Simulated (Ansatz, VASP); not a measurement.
**Pd: VASP beside Ansatz**

```
Pd
1.0
     0.00000    1.89628    1.99352
     1.89628    0.00000    1.99352
     1.89628    1.89628    0.00000
Pd
1
Direct
  0.00000 0.00000 0.00000
```

Change from the starting cell: strain -0.025 along x and y, +0.025 along z, atoms carried along.

Alike in both runs: task single point; functional PBEsol; k mesh 20 × 20 × 20; occupations gaussian, width 0.15 eV; no spin polarisation.

|  | VASP | Ansatz |
| --- | --- | --- |
| version | VASP 6.6.1 | Ansatz 0.2.0 |
| potentials or method | VASP PAW PBE potentials, release 64 (Pd) | scalar-relativistic, plane waves, PAW |
| plane-wave cutoff (eV) | 520 | 420 |
| valence electrons in the cell | 10 | 18 |

```csv
,VASP,Ansatz,Ansatz less VASP
gap on the k mesh at the Fermi level (eV),none,none,-
pressure (GPa),3.0,3.4,+0.37
largest component of the traceless stress (GPa),2.62,2.66,+0.041
```

A gap of «none» marks a metal or a gap that the smearing closes. The two sets of potentials don't hold the same shells in valence.

Caveats: the PAW data sets were made with another functional, which shifts forces and pressure a little (VASP).
